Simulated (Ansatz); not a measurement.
Run on SnO₂ (rutile type): DFT, PBE, PAW with Ansatz's default frozen-core files, scalar-relativistic (Ansatz 0.2.0). This run: cell relaxed at zero pressure.

The start is a guessed cell of a prototype that needn't be stable.

Command: `ansatz run input.yaml --threads 2 --pin off --max-ram 5120MiB --backend cpu --events-out ev --progress --plain --runs-dir out` It took 27 s on 2 threads of Arm Neoverse V2 (shared host), peak memory 0.41 GiB.

```yaml
crystal:
  lattice:
    - [4.5821571838, 0.0, 0.0]
    - [0.0, 4.5821571838, 0.0]
    - [0.0, 0.0, 3.0242237413]
  atoms:
    - { symbol: Sn, position: [0.0, 0.0, 0.0] }
    - { symbol: Sn, position: [0.5, 0.5, 0.5] }
    - { symbol: O, position: [0.305, 0.305, 0.0] }
    - { symbol: O, position: [0.695, 0.695, 0.0] }
    - { symbol: O, position: [0.805, 0.195, 0.5] }
    - { symbol: O, position: [0.195, 0.805, 0.5] }
kpoints:
  mp_grid: { grid: [7, 7, 11] }
scf:
  occupations: { method: fermi_dirac, width: 0.08 }
hamiltonian:
  xc: pbe
  pseudopotentials: { kind: paw }
output:
  forces: true
  stress: true
relax:
  f_tol: 0.005
  max_steps: 40
  cell: {}
```

Output:

```
Engine: ansatz 0.2.0
Pseudopotentials: kind: paw
Pseudopotential: Sn, paw, valence charge 14, recommended cutoff 420 eV (normal), Sn.paw.azcp
Pseudopotential: O, paw, valence charge 6, recommended cutoff 420 eV (normal), O.paw.azcp
Functional definition: PBE
  parameter kappa = 0.804
  parameter beta = 0.06672455060314922
  exchange = pbe_x(kappa = kappa, mu = beta*pi^2/3)
  correlation = pbe_c(beta = beta)
Crystal: 6 atoms, lattice volume = 63.497 Å³
Basis set: ecut = 420 eV, 1227 PW (Γ), exchange–correlation on 64×64×48 points (8 copies of the dense FFT grid, shifted against one another)
Bands: 32, of which v1, the nominal top of the filled ones, is band 26 counted from 1 (25 counted from 0)
Symmetry: 16 space group operations
Space group: P42/mnm (ITA 136), of the structure as read, at distance tolerance 4.0e-5 Å
k-points: 60 of 539
Non-local potential: Sn, projectors of the file, l = 0: 2, l = 1: 2, l = 2: 2, l = 3: 2
Non-local potential: O, projectors of the file, l = 0: 2, l = 1: 2, l = 2: 1
PAW form: soft (Blöchl's): semilocal exchange-correlation on the pseudo side does not see the compensation charge
PAW one-centre angular grid: Sn, 590 points (default); XC on 64 Gauss nodes
PAW one-centre angular grid: O, 110 points (default); XC on 64 Gauss nodes
Initial density: superposition of atomic densities (neutral atoms: chi_scale 0, normalization atom), corrected by the library's trained network
Initial wavefunctions: pseudopotential atomic-orbital guess
Functional: x = pbe(κ = 0.804, μ = 0.2195149727645171), c = pbe(β = 0.06672455060314922)
SCF iter   1: F=—  HF=-14316.423976 eV  |F-HF|=—  |Δ(HF+E_count)|=         —  Δρ=1.54e-3  dr2=4.89e-4  ethr=1.77e-3  ⟨swp⟩=5.9  Hψ=8358  notcnv=0  defer=5
preconditioner: auto → Resta (q_TF=auto, 2.639 Å⁻¹)  ε∞=3.6  [insulator: Δε(μ)=2.771 eV  Ē_g=21.010 eV  σ=0.080 eV  W_gap=1.00  n_scr=18 (ndim 8)  ℏωp=33.6 eV  f_vac=0.009  D(μ)=0.00/eV (n_scr^D=0)  ε∞_Penn≈3.6]
SCF iter   2: F=—  HF=-14316.426083 eV  |F-HF|=—  |Δ(HF+E_count)|=   2.11e-3  Δρ=9.00e-4  dr2=1.58e-4  ethr=9.40e-7  ⟨swp⟩=2.1  Hψ=3906  notcnv=0  defer=11
SCF iter   3: F=—  HF=-14316.426410 eV  |F-HF|=—  |Δ(HF+E_count)|=   3.27e-4  Δρ=2.24e-4  dr2=2.39e-5  ethr=3.04e-7  ⟨swp⟩=2.5  Hψ=2929  notcnv=0  defer=11
SCF iter   4: F=—  HF=-14316.426436 eV  |F-HF|=—  |Δ(HF+E_count)|=   2.64e-5  Δρ=6.80e-5  dr2=2.11e-6  ethr=4.59e-8  ⟨swp⟩=2.0  Hψ=2572  notcnv=0  defer=11
SCF iter   5: F=—  HF=-14316.426437 eV  |F-HF|=—  |Δ(HF+E_count)|=   9.17e-7  Δρ=2.88e-5  dr2=4.49e-7  ethr=4.07e-9  ⟨swp⟩=2.6  Hψ=3372  notcnv=0  defer=11
SCF iter   6: F=-14316.426437 eV  HF=-14316.426437 eV  |F-HF|=5.42e-9  |Δ(HF+E_count)|=   3.44e-7  Δρ=6.35e-6  dr2=1.91e-8  ethr=1.92e-10  ⟨swp⟩=5.1  Hψ=7354  notcnv=0
SCF 1 converged in 6 iterations: F = -14316.426437 eV  dr2 = 1.91e-8
  greatest PAW one-centre occupation: 0.997 electrons in one spin orbital (limit 2), on the Sn atom at site 1 (counted from 0), in its partial waves of l = 2
relax step   1: F+E_penalty+E_count = -14316.42643738 eV  Δ(F+E_penalty+E_count) = +0.000e0 eV  max|allowed force component| = 4.318e-1 eV/Å  Δτ_max = 0.0000 Å  P = +47.983 GPa  Ω = 63.497 Å³  (6 SCF iters, dr2 threshold 1.00e-7 eV, accepted)
Crystal: 6 atoms, lattice volume = 71.295 Å³
Basis set: ecut = 420 eV, 1411 PW (Γ), exchange–correlation on 64×64×48 points (8 copies of the dense FFT grid, shifted against one another)
Initial density: handed on by an earlier stage of this run
Initial wavefunctions: those handed on with the density
iter 1 solved again at ethr=8.00e-4 eV; its pass at ethr=3.10e-3 eV (dr2=4.16e-1 eV) is discarded
SCF iter   1: F=—  HF=-14317.869029 eV  |F-HF|=—  |Δ(HF+E_count)|=         —  Δρ=2.68e-2  dr2=4.17e-1  ethr=8.00e-4  ⟨swp⟩=1.2  Hψ=11372  notcnv=0
preconditioner: auto → Resta (q_TF=auto, 2.589 Å⁻¹)  ε∞=3.6  [insulator: Δε(μ)=1.212 eV  Ē_g=19.696 eV  σ=0.080 eV  W_gap=1.00  n_scr=18 (ndim 8)  ℏωp=31.7 eV  f_vac=0.050  D(μ)=0.00/eV (n_scr^D=0)  ε∞_Penn≈3.6]
SCF iter   2: F=—  HF=-14317.750829 eV  |F-HF|=—  |Δ(HF+E_count)|=   1.18e-1  Δρ=6.74e-3  dr2=2.92e-2  ethr=8.00e-4  ⟨swp⟩=2.0  Hψ=2987  notcnv=0
SCF iter   3: F=—  HF=-14317.748581 eV  |F-HF|=—  |Δ(HF+E_count)|=   2.25e-3  Δρ=3.33e-3  dr2=8.41e-3  ethr=5.61e-5  ⟨swp⟩=2.2  Hψ=2873  notcnv=0
SCF iter   4: F=—  HF=-14317.749097 eV  |F-HF|=—  |Δ(HF+E_count)|=   5.16e-4  Δρ=7.06e-4  dr2=5.08e-4  ethr=1.62e-5  ⟨swp⟩=2.4  Hψ=3146  notcnv=0
SCF iter   5: F=—  HF=-14317.749314 eV  |F-HF|=—  |Δ(HF+E_count)|=   2.17e-4  Δρ=2.22e-4  dr2=2.56e-5  ethr=9.77e-7  ⟨swp⟩=2.0  Hψ=3170  notcnv=0
SCF iter   6: F=-14317.749354 eV  HF=-14317.749353 eV  |F-HF|=7.42e-7  |Δ(HF+E_count)|=   3.89e-5  Δρ=3.04e-5  dr2=5.97e-7  ethr=1.15e-9  ⟨swp⟩=4.0  Hψ=8557  notcnv=0
SCF 2 converged in 6 iterations: F = -14317.749354 eV  dr2 = 5.97e-7
  greatest PAW one-centre occupation: 0.996 electrons in one spin orbital (limit 2), on the Sn atom at site 1 (counted from 0), in its partial waves of l = 2
relax step   2: F+E_penalty+E_count = -14317.74935358 eV  Δ(F+E_penalty+E_count) = -1.323e0 eV  max|allowed force component| = 8.683e-2 eV/Å  Δτ_max = 0.0061 Å  P = +10.447 GPa  Ω = 71.295 Å³  energy of the carried Pulay correction = -4.387e-2 eV  (6 SCF iters, dr2 threshold 6.00e-7 eV, accepted)
Crystal: 6 atoms, lattice volume = 73.821 Å³
Basis set: ecut = 420 eV, 1439 PW (Γ), exchange–correlation on 64×64×48 points (8 copies of the dense FFT grid, shifted against one another)
iter 1 solved again at ethr=5.93e-5 eV; its pass at ethr=3.10e-3 eV (dr2=3.09e-2 eV) is discarded
SCF iter   1: F=—  HF=-14317.843691 eV  |F-HF|=—  |Δ(HF+E_count)|=         —  Δρ=7.08e-3  dr2=3.01e-2  ethr=5.93e-5  ⟨swp⟩=1.2  Hψ=9864  notcnv=0
preconditioner: auto → Resta (q_TF=auto, 2.574 Å⁻¹)  ε∞=3.6  [insulator: Δε(μ)=0.880 eV  Ē_g=19.433 eV  σ=0.080 eV  W_gap=0.99  n_scr=18 (ndim 8)  ℏωp=31.2 eV  f_vac=0.040  D(μ)=0.00/eV (n_scr^D=0)  ε∞_Penn≈3.6]
SCF iter   2: F=—  HF=-14317.835220 eV  |F-HF|=—  |Δ(HF+E_count)|=   8.47e-3  Δρ=1.87e-3  dr2=2.16e-3  ethr=5.80e-5  ⟨swp⟩=2.0  Hψ=2878  notcnv=0
SCF iter   3: F=—  HF=-14317.834999 eV  |F-HF|=—  |Δ(HF+E_count)|=   2.21e-4  Δρ=9.30e-4  dr2=6.71e-4  ethr=4.15e-6  ⟨swp⟩=2.0  Hψ=2876  notcnv=0
SCF iter   4: F=—  HF=-14317.835024 eV  |F-HF|=—  |Δ(HF+E_count)|=   2.45e-5  Δρ=1.69e-4  dr2=2.89e-5  ethr=1.29e-6  ⟨swp⟩=2.6  Hψ=3539  notcnv=0
SCF iter   5: F=—  HF=-14317.835028 eV  |F-HF|=—  |Δ(HF+E_count)|=   4.56e-6  Δρ=5.16e-5  dr2=1.58e-6  ethr=5.55e-8  ⟨swp⟩=2.7  Hψ=3231  notcnv=0
SCF iter   6: F=-14317.835030 eV  HF=-14317.835030 eV  |F-HF|=5.20e-8  |Δ(HF+E_count)|=   2.31e-6  Δρ=7.01e-6  dr2=3.25e-8  ethr=1.15e-9  ⟨swp⟩=4.9  Hψ=6502  notcnv=0
[... lines left out ...]
relax step   9: F+E_penalty+E_count = -14317.96453380 eV  Δ(F+E_penalty+E_count) = -2.323e-5 eV  max|allowed force component| = 1.565e-4 eV/Å  Δτ_max = 0.0004 Å  P = +0.000 GPa  Ω = 75.453 Å³  energy of the carried Pulay correction = -4.815e-3 eV  (5 SCF iters, dr2 threshold 2.30e-9 eV, accepted)
iter 1 solved again at ethr=2.27e-8 eV; its pass at ethr=3.10e-3 eV (dr2=1.18e-5 eV) is discarded
SCF iter   1: F=—  HF=-14317.969418 eV  |F-HF|=—  |Δ(HF+E_count)|=         —  Δρ=1.55e-4  dr2=1.59e-6  ethr=2.27e-8  ⟨swp⟩=3.6  Hψ=13892  notcnv=0
SCF iter   2: F=—  HF=-14317.969453 eV  |F-HF|=—  |Δ(HF+E_count)|=   3.51e-5  Δρ=7.61e-5  dr2=4.27e-7  ethr=3.06e-9  ⟨swp⟩=2.0  Hψ=2748  notcnv=0
SCF iter   3: F=—  HF=-14317.969481 eV  |F-HF|=—  |Δ(HF+E_count)|=   2.80e-5  Δρ=2.22e-5  dr2=3.73e-8  ethr=8.21e-10  ⟨swp⟩=2.2  Hψ=2621  notcnv=0
SCF iter   4: F=—  HF=-14317.969483 eV  |F-HF|=—  |Δ(HF+E_count)|=   2.00e-6  Δρ=1.21e-6  dr2=3.18e-10  ethr=7.17e-11  ⟨swp⟩=2.0  Hψ=2880  notcnv=0
SCF iter   5: F=-14317.969483 eV  HF=-14317.969483 eV  |F-HF|=1.09e-11  |Δ(HF+E_count)|=   3.45e-9  Δρ=1.74e-7  dr2=1.16e-11  ethr=1.00e-12  ⟨swp⟩=5.0  Hψ=7407  notcnv=0
SCF 10 converged in 5 iterations: F = -14317.969483 eV  dr2 = 1.16e-11
relax step  10: F+E_penalty+E_count = -14317.96948326 eV  Δ(F+E_penalty+E_count) = -4.949e-3 eV  max|allowed force component| = 3.033e-4 eV/Å  Δτ_max = 0.0000 Å  P = +0.028 GPa  Ω = 75.453 Å³  stress off target by 3.40e-2 GPa  SCF on the basis re-selected at this cell (its energy is not comparable with the rows above)  (5 SCF iters)
basis re-selected at this cell: Δ(F+E_penalty+E_count) = -4.949e-3 eV, ΔP = +0.028 GPa vs the last step (what re-selecting the basis moved, of the pressure what is left beyond the Pulay correction that the steps carried, after the strain that the cell walked since its last selection, with what the two solves' SCF thresholds leave and, on support functions, any second-order correction that the steps lacked; it is no measure of the basis error at this ecutwfc). This SCF's stress stands 3.40e-2 GPa from its target on what of the cell is left free (relax.cell.stress_tol is 5.00e-2 GPa) and its largest allowed force component is 3.03e-4 eV/Å (relax.f_tol is 5.00e-3 eV/Å): within both
SCF converged after 5 iterations
Free energy (F): -14317.969483 eV
Harris-Foulkes:  -14317.969483 eV  (|F-HF|=1.09e-11)
Internal energy: -14317.969347 eV  (E = F + TS)
E sigma→0 (E₀):  -14317.969415 eV
Entropy (-TS):   -0.000136 eV (-0.023 meV/atom)
Fermi energy:    9.163516 eV
--- Per-component energies (eV) ---
  E_band       = -154.623608
  E_kinetic    = 1078.003380
  E_local      = -2963.194916  (includes V_loc(G=0)·N_el)
  E_nonlocal   = 133.838273
  E_hartree    = 1523.815710
  E_xc         = -1053.244037
  E_vxc        = -561.659864  (∫ρ·V_xc dr)
  E_paw        = -8928.353218  (= ΣΔE_a)
  E_vpaw       = -889.252003  (= ΣTr[D̂ρ^β])
  E_aug_tail   = 0.009863  (compensation charges beyond the density's cutoff)
  E_ewald      = -4108.844401
  E_smearing   = -0.000136  (= −TS)
  E_closure    = -0.000000  (closes the sum)
  Σ components = -14317.969483   (vs F -14317.969483, Δ=0.00e0)
--- Forces (eV/Å), atoms counted from 1 ---
  atom   1  Sn    -0.00000000     0.00000000     0.00000000
  atom   2  Sn    -0.00000000     0.00000000     0.00000000
  atom   3  O      0.00030326     0.00030326     0.00000000
  atom   4  O     -0.00030326    -0.00030326    -0.00000000
  atom   5  O      0.00030326    -0.00030326     0.00000000
  atom   6  O     -0.00030326     0.00030326    -0.00000000
  max |Σ_I F_I| component: 9.47e-30 eV/Å
--- Stress (GPa, compression-positive) ---
        0.034019       0.000000       0.000000
        0.000000       0.034019       0.000000
        0.000000       0.000000       0.014888
  P = ⅓ Tr σ = 0.0276 GPa (0.276 kbar)
--- Relaxed structure (8 steps of the walk, 8 accepted, 2 SCFs on fresh bases) ---
  F+E_penalty+E_count = -14317.96948326 eV   max|allowed force component| = 3.033e-4 eV/Å   (the final SCF, on the basis selected at the relaxed cell)
  cell:  # Å, volume = 75.4528 Å³
    - [4.8270264656260276, 1.123300349775922e-34, 0.0]
    - [1.123300349775922e-34, 4.8270264656260276, 0.0]
    - [0.0, 0.0, 3.2382908099484378]
  atoms:
    - { symbol: Sn, position: [-7.098417594568692e-20, 5.1266349294107635e-20, 0.0] }
    - { symbol: Sn, position: [0.5, 0.5, 0.5000000000000001] }
    - { symbol: O, position: [0.30657193588289366, 0.30657193588289366, 0.0] }
    - { symbol: O, position: [0.6934280641171062, 0.6934280641171062, 0.0] }
    - { symbol: O, position: [0.8065719358828938, 0.1934280641171064, 0.5000000000000001] }
    - { symbol: O, position: [0.1934280641171064, 0.8065719358828938, 0.5000000000000001] }
```

Next run (rutile relaxed under pressure), as changes to the input before:

```diff
   lattice:
-    - [4.5821571838, 0.0, 0.0]
-    - [0.0, 4.5821571838, 0.0]
-    - [0.0, 0.0, 3.0242237413]
+    - [4.3093301768, 0.0, 0.0]
+    - [0.0, 4.3093301768, 0.0]
+    - [0.0, 0.0, 2.8441579166]
   atoms:
 kpoints:
-  mp_grid: { grid: [7, 7, 11] }
+  mp_grid: { grid: [8, 8, 12] }
 scf:
   stress: true
+  eigenvalues: true
 relax:
   max_steps: 40
-  cell: {}
+  cell: { p_target: 150.0, stress_tol: 0.075 }
```

Results part of the output:

```
basis re-selected at this cell: Δ(F+E_penalty+E_count) = +1.624e-4 eV, ΔP = -0.013 GPa vs the last step (what re-selecting the basis moved, of the pressure what is left beyond the Pulay correction that the steps carried, after the strain that the cell walked since its last selection, with what the two solves' SCF thresholds leave and, on support functions, any second-order correction that the steps lacked; it is no measure of the basis error at this ecutwfc). This SCF's stress stands 4.86e-2 GPa from its target on what of the cell is left free (relax.cell.stress_tol is 7.50e-2 GPa) and its largest allowed force component is 1.34e-4 eV/Å (relax.f_tol is 5.00e-3 eV/Å): within both
SCF converged after 5 iterations
Free energy (F): -14310.205604 eV
Harris-Foulkes:  -14310.205604 eV  (|F-HF|=4.00e-11)
Internal energy: -14310.205604 eV  (E = F + TS)
E sigma→0 (E₀):  -14310.205604 eV
Fermi energy:    17.912044 eV
--- Per-component energies (eV) ---
  E_band       = 167.452976
  E_kinetic    = 1138.398812
  E_local      = -2166.311178  (includes V_loc(G=0)·N_el)
  E_nonlocal   = 144.380170
  E_hartree    = 1269.351390
  E_xc         = -1067.586184
  E_vxc        = -581.186032  (∫ρ·V_xc dr)
  E_paw        = -8942.491067  (= ΣΔE_a)
  E_vpaw       = -906.542272  (= ΣTr[D̂ρ^β])
  E_aug_tail   = 0.010627  (compensation charges beyond the density's cutoff)
  E_ewald      = -4685.958173
  E_smearing   = -0.000000  (= −TS)
  E_closure    = -0.000000  (closes the sum)
[... lines left out ...]
        0.000000     149.958906       0.000000
        0.000000       0.000000     150.048607
  P = ⅓ Tr σ = 149.9888 GPa (1499.888 kbar)
--- Band table (eV; the first three rows and the last of 105) ---
  k-point 0: bands = ["-7.2178", "-6.7989", "-4.9362", "-4.5294", "-4.4941", "-4.4941", "-4.2153", "-3.8361", "-3.7926", "-3.7926", "-3.7291", "-2.9485", "-2.9485", "1.3346", "6.5414", "9.2515", "10.4185", "10.4185", "10.7451", "12.5238", "13.8099", "14.0294", "14.0294", "14.1139", "14.1139", "14.9235", "20.2398", "22.4273", "22.4273", "22.8149", "27.7072", "28.0576"]
  k-point 1: bands = ["-7.1693", "-6.7204", "-4.9151", "-4.7250", "-4.7250", "-4.4989", "-4.2053", "-3.8468", "-3.8468", "-3.8390", "-3.7268", "-2.6118", "-2.6118", "1.2151", "6.3651", "9.4075", "10.5080", "10.5080", "10.7917", "12.0450", "13.5522", "13.5522", "13.8369", "14.2760", "14.2760", "14.8159", "20.5747", "22.7762", "22.7762", "23.0554", "27.0823", "28.8197"]
  k-point 2: bands = ["-7.0320", "-6.5086", "-5.1701", "-5.1701", "-4.8371", "-4.4118", "-4.1768", "-3.9114", "-3.9114", "-3.8485", "-3.7198", "-1.9536", "-1.9536", "0.8427", "6.0148", "9.7591", "10.7585", "10.7585", "10.9312", "11.0093", "12.7519", "12.7519", "13.6755", "14.2763", "14.2763", "14.5097", "21.4464", "23.6649", "23.6649", "23.7024", "26.5279", "29.7751"]
  k-point 104: bands = ["-6.2885", "-6.2885", "-6.1536", "-6.1536", "-4.1051", "-4.1051", "-3.9222", "-3.9222", "-3.8400", "-3.8400", "-2.0130", "-2.0130", "-0.1907", "-0.1907", "5.2873", "5.2873", "8.4555", "8.4555", "12.8377", "12.8377", "13.3116", "13.3116", "13.8116", "13.8116", "14.0077", "14.0077", "24.1621", "24.1621", "25.2343", "25.2343", "28.3413", "28.3413"]
--- Relaxed structure (8 steps of the walk, 7 accepted, 2 SCFs on fresh bases) ---
  F+E_penalty+E_count = -14310.20560409 eV   max|allowed force component| = 1.343e-4 eV/Å   (the final SCF, on the basis selected at the relaxed cell)
  cell:  # Å, volume = 52.2116 Å³
    - [4.13393196108065, 1.2442711566866033e-34, 0.0]
    - [-1.6452029738411754e-33, 4.13393196108065, 0.0]
    - [0.0, 0.0, 3.055207017453219]
  atoms:
    - { symbol: Sn, position: [5.608452459372573e-20, 9.644441612379061e-20, 0.0] }
    - { symbol: Sn, position: [0.5, 0.5, 0.5000000000000001] }
    - { symbol: O, position: [0.3089167857244145, 0.3089167857244145, 0.0] }
    - { symbol: O, position: [0.6910832142755854, 0.6910832142755854, 0.0] }
    - { symbol: O, position: [0.8089167857244147, 0.19108321427558553, 0.5000000000000001] }
    - { symbol: O, position: [0.19108321427558553, 0.8089167857244147, 0.5000000000000001] }
```

Next run (fluorite relaxed under pressure), as changes to the input before:

```diff
   lattice:
-    - [4.3093301768, 0.0, 0.0]
-    - [0.0, 4.3093301768, 0.0]
-    - [0.0, 0.0, 2.8441579166]
+    - [0.0, 2.363584239, 2.363584239]
+    - [2.363584239, 0.0, 2.363584239]
+    - [2.363584239, 2.363584239, 0.0]
   atoms:
-    - { symbol: Sn, position: [0.5, 0.5, 0.5] }
-    - { symbol: O, position: [0.305, 0.305, 0.0] }
-    - { symbol: O, position: [0.695, 0.695, 0.0] }
-    - { symbol: O, position: [0.805, 0.195, 0.5] }
-    - { symbol: O, position: [0.195, 0.805, 0.5] }
+    - { symbol: O, position: [0.25, 0.25, 0.25] }
+    - { symbol: O, position: [0.75, 0.75, 0.75] }
 kpoints:
-  mp_grid: { grid: [8, 8, 12] }
+  mp_grid: { grid: [12, 12, 12] }
 scf:
```

Command: `ansatz run input.yaml --threads 2 --pin off --max-ram 5120MiB --backend cpu --events-out ev --progress --plain --runs-dir out` It took 7.5 s on 2 threads of Arm Neoverse V2 (shared host), peak memory 0.32 GiB.

Results part of the output:

```
basis re-selected at this cell: Δ(F+E_penalty+E_count) = +2.652e-4 eV, ΔP = -0.007 GPa vs the last step (what re-selecting the basis moved, of the pressure what is left beyond the Pulay correction that the steps carried, after the strain that the cell walked since its last selection, with what the two solves' SCF thresholds leave and, on support functions, any second-order correction that the steps lacked; it is no measure of the basis error at this ecutwfc). This SCF's stress stands 3.53e-3 GPa from its target on what of the cell is left free (relax.cell.stress_tol is 7.50e-2 GPa) and its largest allowed force component is 7.32e-18 eV/Å (relax.f_tol is 5.00e-3 eV/Å): within both
SCF converged after 5 iterations
Free energy (F): -7154.843490 eV
Harris-Foulkes:  -7154.843490 eV  (|F-HF|=6.37e-12)
Internal energy: -7154.843490 eV  (E = F + TS)
E sigma→0 (E₀):  -7154.843490 eV
Fermi energy:    20.315102 eV
--- Per-component energies (eV) ---
  E_band       = 139.156793
  E_kinetic    = 571.789843
  E_local      = -865.614869  (includes V_loc(G=0)·N_el)
  E_nonlocal   = 71.640326
  E_hartree    = 553.525959
  E_xc         = -534.348716
  E_vxc        = -291.597513  (∫ρ·V_xc dr)
  E_paw        = -4471.454246  (= ΣΔE_a)
  E_vpaw       = -454.118151  (= ΣTr[D̂ρ^β])
  E_aug_tail   = 0.005251  (compensation charges beyond the density's cutoff)
  E_ewald      = -2480.387038
  E_smearing   = -0.000000  (= −TS)
  E_closure    = 0.000000  (closes the sum)
  Σ components = -7154.843490   (vs F -7154.843490, Δ=0.00e0)
--- Forces (eV/Å), atoms counted from 1 ---
  atom   1  Sn    -0.00000000     0.00000000    -0.00000000
  atom   2  O      0.00000000    -0.00000000    -0.00000000
  atom   3  O     -0.00000000     0.00000000     0.00000000
  max |Σ_I F_I| component: 1.45e-18 eV/Å
--- Stress (GPa, compression-positive) ---
      149.996475      -0.000000      -0.000000
       -0.000000     149.996475      -0.000000
       -0.000000      -0.000000     149.996475
  P = ⅓ Tr σ = 149.9965 GPa (1499.965 kbar)
--- Band table (eV; the first three rows and the last of 72) ---
  k-point 0: bands = ["-4.9540", "-2.6875", "-2.6875", "-2.6875", "-2.0809", "-2.0809", "1.7702", "14.4544", "14.4544", "14.4544", "16.0822", "16.0822", "16.0822", "22.0844", "26.3307", "26.3307", "26.3307"]
  k-point 1: bands = ["-4.8495", "-2.7916", "-2.6685", "-2.6685", "-2.0835", "-2.0835", "1.8785", "14.0467", "14.3670", "14.3670", "15.8738", "16.0257", "16.0257", "22.5433", "26.2475", "26.5900", "26.5900"]
  k-point 2: bands = ["-4.5750", "-3.0012", "-2.6197", "-2.6197", "-2.0860", "-2.0860", "2.0930", "13.1404", "14.1342", "14.1342", "15.3261", "15.8794", "15.8794", "23.6251", "26.1683", "27.3340", "27.3340"]
  k-point 71: bands = ["-3.8206", "-3.8206", "-2.2921", "-2.1128", "-2.0541", "0.8826", "0.8826", "7.7402", "9.6883", "13.9809", "13.9809", "17.4551", "18.2970", "25.6191", "27.4206", "31.4332", "31.4332"]
--- Relaxed structure (6 steps of the walk, 6 accepted, 2 SCFs on fresh bases) ---
  F+E_penalty+E_count = -7154.84349015 eV   max|allowed force component| = 7.324e-18 eV/Å   (the final SCF, on the basis selected at the relaxed cell)
  cell:  # Å, volume = 23.9638 Å³
    - [1.0915242276718522e-33, 2.2882782469112906, 2.2882782469112906]
    - [2.2882782469112906, -2.2053407079876235e-34, 2.2882782469112906]
    - [2.2882782469112906, 2.2882782469112906, -7.770442350165775e-34]
  atoms:
    - { symbol: Sn, position: [-2.2669657309450493e-35, 4.0892030053109687e-38, 3.6299965597157847e-35] }
    - { symbol: O, position: [0.25, 0.25, 0.25] }
    - { symbol: O, position: [0.75, 0.75, 0.75] }
```

Spin–orbit coupling is left out, which matters for the heavy atoms.
